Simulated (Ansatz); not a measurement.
# MgB2 (P6/mmm) in Ansatz: a series of runs

One crystal, MgB2, is run at these levels: PBE, PBE+D3(BJ), PBE+D4; tasks: single point, relaxation of cell and atoms.

Everything below comes from runs of Ansatz 0.2.0. Logs are shortened: lines on timing, memory, paths and dates and some standing lists are left out, and cuts for length are marked.

### 1 Starting point

Symmetry: P6/mmm, No. 191, hexagonal system. The conventional cell has a = 3.085 Å, b = 3.085 Å, c = 3.523 Å, α = 90.00°, β = 90.00°, γ = 120.00°. Mg (site symmetry 6/mmm) is surrounded by 12 B at 2.51 Å. Around B (site symmetry -6m2) lie 3 B at 1.78 Å.

### 2 Single point, PBE

input.yaml

```yaml
crystal:
  lattice:
    - [3.085, 0.0, 0.0]
    - [-1.5425, 2.6716883707, 0.0]
    - [0.0, 0.0, 3.523]
  atoms:
    - { symbol: Mg, position: [0.0, 0.0, 0.0] }
    - { symbol: B, position: [0.6666666667, 0.3333333333, 0.5] }
    - { symbol: B, position: [0.3333333333, 0.6666666667, 0.5] }
hamiltonian:
  xc: pbe
  pseudopotentials: { kind: paw }
kpoints:
  mp_grid: { grid: [10, 10, 8] }
scf:
  occupations: { method: gaussian, width: 0.028 }
output:
  forces: true
  stress: true
  eigenvalues: true
  write_density: true
  write_potential: true
  elf: true
  volumetric_format: npy
```

Potentials or basis: Ansatz PAW.

Launch:

```console
> ansatz run input.yaml --threads 2 --pin off --max-ram 5632MiB --backend cpu --events-out ev --progress --plain --runs-dir out
```

Log:

```text
Warning: RAYON_NUM_THREADS=2 ignored (pool sized by the plan → 2); use --threads N
Engine: ansatz 0.2.0, aarch64-unknown-linux-gnu
Pseudopotentials: kind: paw
Pseudopotential: Mg, paw, valence charge 10, recommended cutoff 420 eV (normal), Mg.paw.azcp
Pseudopotential: B, paw, valence charge 3, recommended cutoff 420 eV (normal), B.paw.azcp
Functional definition: PBE
  parameter kappa = 0.804
  parameter beta = 0.06672455060314922
  exchange = pbe_x(kappa = kappa, mu = beta*pi^2/3)
  correlation = pbe_c(beta = beta)
Crystal: 3 atoms, lattice volume = 29.037 Å³
Basis set: ecut = 420 eV, 563 PW (Γ), exchange–correlation on 48×48×48 points (8 copies of the dense FFT grid, shifted against one another)
Bands: 12, of which v1, the nominal top of the filled ones, is band 8 counted from 1 (7 counted from 0)
Symmetry: 24 space group operations
Space group: P6/mmm (ITA 191), of the structure as read, at distance tolerance 3.1e-5 Å
k-points: 70 of 800
Non-local potential: Mg, projectors of the file, l = 0: 3, l = 1: 2, l = 2: 1
Non-local potential: B, projectors of the file, l = 0: 2, l = 1: 2, l = 2: 1
PAW form: soft (Blöchl's): semilocal exchange-correlation on the pseudo side does not see the compensation charge
PAW one-centre angular grid: Mg, 110 points (default); XC on 64 Gauss nodes
PAW one-centre angular grid: B, 110 points (default); XC on 64 Gauss nodes
Initial density: superposition of atomic densities (neutral atoms: chi_scale 0, normalization atom), corrected by the library's trained network
Initial wavefunctions: pseudopotential atomic-orbital guess
Functional: x = pbe(κ = 0.804, μ = 0.2195149727645171), c = pbe(β = 0.06672455060314922)
SCF iter   1: F=—  HF=-2236.019393 eV  |F-HF|=—  |Δ(HF+E_count)|=         —  Δρ=1.92e-3  dr2=7.70e-4  ethr=1.77e-3  ⟨swp⟩=5.7  Hψ=4617  notcnv=0
preconditioner: auto → none  [insulator: Δε(μ)=0.041 eV  Ē_g=11.149 eV  σ=0.028 eV  W_gap=0.68  n_scr=8 (ndim 8)  ℏωp=19.5 eV  f_vac=0.000  D(μ)=0.78/eV (n_scr^D=2)  ε∞_Penn≈4.1]
SCF iter   2: F=—  HF=-2236.020117 eV  |F-HF|=—  |Δ(HF+E_count)|=   7.24e-4  Δρ=7.75e-4  dr2=8.83e-5  ethr=4.81e-6  ⟨swp⟩=2.1  Hψ=2072  notcnv=0  defer=2
SCF iter   3: F=—  HF=-2236.020167 eV  |F-HF|=—  |Δ(HF+E_count)|=   5.00e-5  Δρ=2.84e-4  dr2=1.10e-5  ethr=5.52e-7  ⟨swp⟩=2.1  Hψ=1311  notcnv=0  defer=2
SCF iter   4: F=—  HF=-2236.020172 eV  |F-HF|=—  |Δ(HF+E_count)|=   5.47e-6  Δρ=3.20e-5  dr2=1.28e-7  ethr=6.88e-8  ⟨swp⟩=2.0  Hψ=1043  notcnv=0  defer=2
iter 5 did not close the SCF: its close was put off for the readings that it lacked (scf_convergence_deferred on its scf_iter line)
SCF iter   5: F=-2236.020172 eV  HF=-2236.020172 eV  |F-HF|=3.11e-8  |Δ(HF+E_count)|=   1.33e-9  Δρ=1.13e-5  dr2=1.35e-8  ethr=7.99e-10  ⟨swp⟩=2.0  Hψ=1348  notcnv=0  defer=2
SCF iter   6: F=-2236.020172 eV  HF=-2236.020172 eV  |F-HF|=1.28e-9  |Δ(HF+E_count)|=   1.85e-8  Δρ=2.52e-6  dr2=7.99e-10  ethr=8.44e-11  ⟨swp⟩=5.6  Hψ=4575  notcnv=0
SCF 1 converged in 6 iterations: F = -2236.020172 eV  dr2 = 7.99e-10
SCF converged after 6 iterations
Free energy (F): -2236.020172 eV
Harris-Foulkes:  -2236.020172 eV  (|F-HF|=1.28e-9)
Internal energy: -2236.019811 eV  (E = F + TS)
E sigma→0 (E₀):  -2236.019992 eV
Entropy (-TS):   -0.000361 eV (-0.120 meV/atom)
Fermi energy:    9.267302 eV
--- Per-component energies (eV) ---
  E_band       = -293.599367
  E_kinetic    = 173.691620
  E_local      = -1521.280878  (includes V_loc(G=0)·N_el)
  E_nonlocal   = 118.066726
  E_hartree    = 541.465345
  E_xc         = -94.114210
  E_vxc        = -114.867330  (∫ρ·V_xc dr)
  E_paw        = -448.987364  (= ΣΔE_a)
  E_vpaw       = -32.141035  (= ΣTr[D̂ρ^β])
  E_aug_tail   = -0.000013  (compensation charges beyond the density's cutoff)
  E_ewald      = -1004.861037
  E_smearing   = -0.000361  (= −TS)
  E_closure    = -0.000000  (closes the sum)
  Σ components = -2236.020172   (vs F -2236.020172, Δ=0.00e0)
--- Forces (eV/Å), atoms counted from 1 ---
  atom   1  Mg     0.00000000     0.00000000     0.00000000
  atom   2  B      0.00000000     0.00000000     0.00000000
  atom   3  B      0.00000000    -0.00000000     0.00000000
  max |Σ_I F_I| component: 3.70e-17 eV/Å
--- Stress (GPa, compression-positive) ---
       -0.674500       0.000000       0.000000
        0.000000      -0.674500       0.000000
        0.000000       0.000000      -1.277624
  P = ⅓ Tr σ = -0.8755 GPa (-8.755 kbar)
--- Band table (eV; the first three rows and the last of 70) ---
  k-point 0: bands = ["-65.9599", "-32.7083", "-32.7083", "-32.6930", "-3.1753", "6.3059", "9.6017", "9.6017", "10.8823", "15.5392", "15.5392", "17.2944"]
  k-point 1: bands = ["-65.9598", "-32.7082", "-32.7082", "-32.6941", "-3.0406", "5.3383", "9.6529", "9.6529", "12.1651", "15.5840", "15.5840", "17.2757"]
  k-point 2: bands = ["-65.9598", "-32.7080", "-32.7080", "-32.6967", "-2.6632", "3.7220", "9.7814", "9.7814", "14.7164", "15.6978", "15.6978", "17.2303"]
  k-point 69: bands = ["-65.9560", "-32.7381", "-32.7307", "-32.6932", "2.1804", "3.3926", "4.3767", "6.5158", "7.9097", "13.0038", "19.9797", "20.4806"]
```

It took 0.88 s on 2 threads of Arm Neoverse V2, shared host; peak memory 0.29 GiB.

Results:

```
Free energy            : -2236.0202 eV
Pressure               : -0.9 GPa
Band gap on the k mesh : none (metal or under the smearing width)
```

Stress tensor (GPa, compression positive):
```
-0.67  0.00  0.00
 0.00 -0.67  0.00
 0.00  0.00 -1.28
```

### 3 Relaxation of cell and atoms, PBE+D3(BJ)

input.yaml: that of step 2 with these lines changed.

```diff
@@ -12,2 +12,3 @@
   pseudopotentials: { kind: paw }
+  dispersion: d3bj
 kpoints:
@@ -15,3 +16,3 @@
 scf:
-  occupations: { method: gaussian, width: 0.028 }
+  occupations: { method: fermi_dirac, width: 0.05 }
 output:
@@ -19,6 +20,5 @@
   stress: true
-  eigenvalues: true
-  write_density: true
-  write_potential: true
-  elf: true
-  volumetric_format: npy
+relax:
+  f_tol: 0.01
+  max_steps: 40
+  cell: { stress_tol: 0.05 }
```

Potentials or basis: Ansatz PAW.

Launch:

```console
> ansatz run input.yaml --threads 2 --pin off --max-ram 5632MiB --backend cpu --events-out ev --progress --plain --runs-dir out
```

Log:

```text
Warning: RAYON_NUM_THREADS=2 ignored (pool sized by the plan → 2); use --threads N
Engine: ansatz 0.2.0, aarch64-unknown-linux-gnu
Pseudopotentials: kind: paw
Pseudopotential: Mg, paw, valence charge 10, recommended cutoff 420 eV (normal), Mg.paw.azcp
Pseudopotential: B, paw, valence charge 3, recommended cutoff 420 eV (normal), B.paw.azcp
Functional definition: PBE
  parameter kappa = 0.804
  parameter beta = 0.06672455060314922
  exchange = pbe_x(kappa = kappa, mu = beta*pi^2/3)
  correlation = pbe_c(beta = beta)
Crystal: 3 atoms, lattice volume = 29.037 Å³
Basis set: ecut = 420 eV, 563 PW (Γ), exchange–correlation on 48×48×48 points (8 copies of the dense FFT grid, shifted against one another)
Bands: 12, of which v1, the nominal top of the filled ones, is band 8 counted from 1 (7 counted from 0)
Symmetry: 24 space group operations
Space group: P6/mmm (ITA 191), of the structure as read, at distance tolerance 3.1e-5 Å
k-points: 70 of 800
Non-local potential: Mg, projectors of the file, l = 0: 3, l = 1: 2, l = 2: 1
Non-local potential: B, projectors of the file, l = 0: 2, l = 1: 2, l = 2: 1
PAW form: soft (Blöchl's): semilocal exchange-correlation on the pseudo side does not see the compensation charge
PAW one-centre angular grid: Mg, 110 points (default); XC on 64 Gauss nodes
PAW one-centre angular grid: B, 110 points (default); XC on 64 Gauss nodes
Initial density: superposition of atomic densities (neutral atoms: chi_scale 0, normalization atom), corrected by the library's trained network
Initial wavefunctions: pseudopotential atomic-orbital guess
Functional: x = pbe(κ = 0.804, μ = 0.2195149727645171), c = pbe(β = 0.06672455060314922)
SCF iter   1: F=—  HF=-2236.869182 eV  |F-HF|=—  |Δ(HF+E_count)|=         —  Δρ=1.57e-3  dr2=4.91e-4  ethr=1.77e-3  ⟨swp⟩=5.2  Hψ=4556  notcnv=0
preconditioner: auto → none  [metal: Δε(μ)=0.041 eV  Ē_g=11.149 eV  σ=0.050 eV  W_gap=0.20  n_scr=8 (ndim 8)  ℏωp=19.5 eV  f_vac=0.000  D(μ)=0.73/eV (n_scr^D=2)  sad-step TF]
SCF iter   2: F=—  HF=-2236.869968 eV  |F-HF|=—  |Δ(HF+E_count)|=   7.86e-4  Δρ=9.16e-4  dr2=1.72e-4  ethr=3.07e-6  ⟨swp⟩=2.1  Hψ=1798  notcnv=0
SCF iter   3: F=—  HF=-2236.869989 eV  |F-HF|=—  |Δ(HF+E_count)|=   2.11e-5  Δρ=3.09e-4  dr2=8.84e-6  ethr=1.07e-6  ⟨swp⟩=2.0  Hψ=1279  notcnv=0
SCF iter   4: F=—  HF=-2236.870005 eV  |F-HF|=—  |Δ(HF+E_count)|=   1.65e-5  Δρ=1.06e-4  dr2=1.51e-6  ethr=5.53e-8  ⟨swp⟩=2.2  Hψ=1334  notcnv=0
SCF iter   5: F=—  HF=-2236.870004 eV  |F-HF|=—  |Δ(HF+E_count)|=   8.90e-7  Δρ=4.15e-5  dr2=1.43e-7  ethr=9.46e-9  ⟨swp⟩=2.2  Hψ=1314  notcnv=0
SCF iter   6: F=-2236.870004 eV  HF=-2236.870004 eV  |F-HF|=4.39e-8  |Δ(HF+E_count)|=   8.34e-8  Δρ=1.47e-5  dr2=2.38e-8  ethr=6.25e-10  ⟨swp⟩=4.0  Hψ=2763  notcnv=0
SCF 1 converged in 6 iterations: F = -2236.870004 eV  dr2 = 2.38e-8
relax step   1: F+E_penalty+E_count = -2236.87000433 eV  Δ(F+E_penalty+E_count) = +0.000e0 eV  max|allowed force component| = 2.714e-16 eV/Å  Δτ_max = 0.0000 Å  P = -5.691 GPa  Ω = 29.037 Å³  (6 SCF iters, dr2 threshold 1.00e-7 eV, accepted)
Crystal: 3 atoms, lattice volume = 28.233 Å³
Initial density: handed on by an earlier stage of this run
[... 34 lines left out ...]
SCF 5 converged in 5 iterations: F = -2236.891209 eV  dr2 = 2.23e-12
relax step   5: F+E_penalty+E_count = -2236.89120854 eV  Δ(F+E_penalty+E_count) = +1.170e-3 eV  max|allowed force component| = 2.560e-16 eV/Å  Δτ_max = 0.0000 Å  P = -0.046 GPa  Ω = 27.886 Å³  stress off target by 4.92e-2 GPa  SCF on the basis re-selected at this cell (its energy is not comparable with the rows above)  (5 SCF iters)
basis re-selected at this cell: Δ(F+E_penalty+E_count) = +1.170e-3 eV, ΔP = -0.045 GPa vs the last step (what re-selecting the basis moved, of the pressure what is left beyond the Pulay correction that the steps carried, after the strain that the cell walked since its last selection, with what the two solves' SCF thresholds leave and, on support functions, any second-order correction that the steps lacked; it is no measure of the basis error at this ecutwfc). This SCF's stress stands 4.92e-2 GPa from its target on what of the cell is left free (relax.cell.stress_tol is 5.00e-2 GPa) and its largest allowed force component is 2.56e-16 eV/Å (relax.f_tol is 1.00e-2 eV/Å): within both
SCF converged after 5 iterations
Free energy (F): -2236.891209 eV
Harris-Foulkes:  -2236.891209 eV  (|F-HF|=9.09e-13)
Internal energy: -2236.885444 eV  (E = F + TS)
E sigma→0 (E₀):  -2236.888326 eV
Entropy (-TS):   -0.005765 eV (-1.922 meV/atom)
Fermi energy:    9.732108 eV
--- Per-component energies (eV) ---
  E_band       = -286.122207
  E_kinetic    = 175.756445
  E_local      = -1502.926637  (includes V_loc(G=0)·N_el)
  E_nonlocal   = 118.211145
  E_hartree    = 535.229651
  E_xc         = -94.856582
  E_vxc        = -115.843316  (∫ρ·V_xc dr)
  E_paw        = -448.866583  (= ΣΔE_a)
  E_vpaw       = -31.779135  (= ΣTr[D̂ρ^β])
  E_aug_tail   = -0.000008  (compensation charges beyond the density's cutoff)
  E_ewald      = -1018.550160
  E_disp       = -0.882714  (pairwise vdW)
  E_smearing   = -0.005765  (= −TS)
  E_closure    = -0.000000  (closes the sum)
  Σ components = -2236.891209   (vs F -2236.891209, Δ=0.00e0)
--- Forces (eV/Å), atoms counted from 1 ---
  atom   1  Mg     0.00000000     0.00000000     0.00000000
  atom   2  B      0.00000000     0.00000000     0.00000000
  atom   3  B      0.00000000    -0.00000000    -0.00000000
  max |Σ_I F_I| component: 1.85e-17 eV/Å
--- Stress (GPa, compression-positive) ---
       -0.049212       0.000000       0.000000
        0.000000      -0.049212       0.000000
        0.000000       0.000000      -0.040534
  P = ⅓ Tr σ = -0.0463 GPa (-0.463 kbar)
--- Relaxed structure (4 steps of the walk, 4 accepted, 1 SCFs on fresh bases) ---
  F+E_penalty+E_count = -2236.89120854 eV   max|allowed force component| = 2.560e-16 eV/Å   (the final SCF, on the basis selected at the relaxed cell)
  cell:  # Å, volume = 27.8861 Å³
    - [3.053696207341215, 0.0, 0.0]
    - [-1.5268481036706074, 2.644578490997685, 0.0]
    - [0.0, 0.0, 3.453069559753194]
  atoms:
    - { symbol: Mg, position: [-4.733891769757978e-35, 4.4052936755261683e-35, 0.0] }
    - { symbol: B, position: [0.6666666666666667, 0.3333333333333333, 0.5000000000000001] }
    - { symbol: B, position: [0.3333333333333333, 0.6666666666666666, 0.5000000000000001] }
```

It took 2.7 s on 2 threads of Arm Neoverse V2, shared host; peak memory 0.3 GiB.

What came out:

- Free energy: -2236.8912 eV
- Relaxed volume: 9.30 Å³/atom
- Relaxed cell: a = 3.054 Å, b = 3.054 Å, c = 3.453 Å, α = 90.00°, β = 90.00°, γ = 120.00°
- Space group after relaxing (to 0.05 Å): P6/mmm (No. 191)
- Energy gained by relaxing: 7.1 meV/atom
- Ionic steps: 5
- Pressure after relaxing: 0.0 GPa

The path:
```tsv
step	energy change (eV)	largest force (eV/Å)	volume (Å³)
1	0.0000	0.0000	29.04
2	-0.0199	0.0000	28.23
3	-0.0224	0.0000	27.87
4	-0.0224	0.0000	27.89
5	-0.0212	0.0000	27.89
```

Final structure:
```cif
data_structure
_symmetry_space_group_name_H-M 'P 1'
_symmetry_Int_Tables_number 1
_cell_length_a 3.0537
_cell_length_b 3.0537
_cell_length_c 3.4531
_cell_angle_alpha 90.000
_cell_angle_beta 90.000
_cell_angle_gamma 120.000
_cell_volume 27.89
loop_
_atom_site_label
_atom_site_type_symbol
_atom_site_fract_x
_atom_site_fract_y
_atom_site_fract_z
_atom_site_occupancy
Mg1 Mg 0.00000 0.00000 0.00000 1
B1 B 0.66667 0.33333 0.50000 1
B2 B 0.33333 0.66667 0.50000 1
```

Caveat: the plane-wave basis is chosen anew once the cell has moved, so the energies of steps on either side of that aren't comparable.

### 4 Relaxation of cell and atoms, PBE+D4

input.yaml: that of step 3 with these lines changed.

```diff
@@ -12,3 +12,3 @@
   pseudopotentials: { kind: paw }
-  dispersion: d3bj
+  dispersion: d4
 kpoints:
@@ -20,2 +20,6 @@
   stress: true
+  write_density: true
+  write_potential: true
+  elf: true
+  volumetric_format: npy
 relax:
```

Launch:

```console
> ansatz run input.yaml --threads 2 --pin off --max-ram 5632MiB --backend cpu --events-out ev --progress --plain --runs-dir out
```

Wall time 4.7 s (2 threads of Arm Neoverse V2, shared host); peak memory 0.31 GiB.

Results (log left out):

| Quantity | Value |
| --- | --- |
| Free energy | -2236.6894 eV |
| Relaxed volume | 9.34 Å³/atom |
| Relaxed cell | a = 3.061 Å, b = 3.061 Å, c = 3.453 Å, α = 90.00°, β = 90.00°, γ = 120.00° |
| Space group after relaxing (to 0.05 Å) | P6/mmm (No. 191) |
| Energy gained by relaxing | 5.5 meV/atom |
| Ionic steps | 5 |
| Pressure after relaxing | 0.0 GPa |
| Band gap on the k mesh | none (metal or under the smearing width) |

Step by step:
```tsv
step	energy change (eV)	largest force (eV/Å)	volume (Å³)
1	0.0000	0.0000	29.04
2	-0.0158	0.0000	28.32
3	-0.0177	0.0000	28.00
4	-0.0177	0.0000	28.02
5	-0.0166	0.0000	28.02
```

Final structure:
```yaml
crystal:
  lattice:
    - [3.06114, 0.00000, 0.00000]
    - [-1.53057, 2.65103, 0.00000]
    - [0.00000, 0.00000, 3.45287]
  atoms:
    - { symbol: Mg, position: [0.00000, 0.00000, 0.00000] }
    - { symbol: B, position: [0.66667, 0.33333, 0.50000] }
    - { symbol: B, position: [0.33333, 0.66667, 0.50000] }
```

Levels at points of the mesh, in eV from the Fermi level:
| k point | band 6 | band 7 | band 8 | band 9 | band 10 | band 11 |
| --- | --- | --- | --- | --- | --- | --- |
| (0.00, 0.00, 0.00) | -2.92 | 0.28 | 0.28 | 1.89 | 6.28 | 6.28 |
| (0.00, 0.00, -0.50) | -7.61 | 0.69 | 0.69 | 6.62 | 6.62 | 7.95 |
| (0.00, -0.50, 0.00) | -8.03 | -2.30 | 0.23 | 3.18 | 3.82 | 5.61 |
| (0.00, -0.50, -0.50) | -7.05 | -3.70 | -1.99 | -1.38 | 5.79 | 8.96 |

Caveat: the plane-wave basis is chosen anew once the cell has moved, so the energies of steps on either side of that aren't comparable; pairwise dispersion overbinds metals, which lowers pressure and volume.

### 5 Overview

```tsv
task	level	cell	smearing	gap on the mesh (eV)	pressure (GPa)	relaxed volume (Å³/atom)
single point	PBE	as given	gaussian 0.028 eV	none	-0.9	-
relaxation of cell and atoms	PBE+D3(BJ)	relaxed	fermi-dirac 0.05 eV	-	0.0	9.30
relaxation of cell and atoms	PBE+D4	relaxed	fermi-dirac 0.05 eV	none	0.0	9.34
```

Alike in all rows: potentials or basis Ansatz PAW; no spin polarisation; k mesh 10 × 10 × 8; cutoff (eV) 420.

Caveats: the plane-wave basis is chosen anew once the cell has moved, so the energies of steps on either side of that aren't comparable (some runs); pairwise dispersion overbinds metals, which lowers pressure and volume (some runs).

Total energies depend on the potentials used, so only differences within one code and one set of settings carry meaning.
